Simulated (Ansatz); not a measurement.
Input:

```
CELL_PARAMETERS angstrom
      4.32165     0.00000     0.00000
      0.00000     4.32165     0.00000
      2.16083    -2.16083     2.94158
ATOMIC_POSITIONS crystal
  Br 0.00000 0.00000 0.00000
  Na 0.50000 0.50000 0.00000
```

No spin polarisation.

Calculations: Kohn–Sham DFT with the r2SCAN functional, run in Ansatz (an electronic-structure program) with PAW and 500 eV plane waves, without spin-orbit coupling. Γ-centred 10×10×10 mesh, Fermi–Dirac width 0.05 eV.

Problem. Predict the band gap, space group, pressure and valence-band top at Γ.

Solution. 
- Band gap: 4.83 eV
- Space group: I4/mmm (No. 139)
- Pressure (mean of the normal stresses, compression positive): -0.81 GPa
- Valence-band top at Γ (three highest levels, from the VBM): 0.00, 0.00, -0.04 eV

The cells carry an imposed strain or load. No phonon test of stability was made. The cell was made from NaBr in the rock salt structure (space group Fm-3m, No. 225) by this change: biaxial strain +2.76 %, plane normal [001], relaxed out of plane.
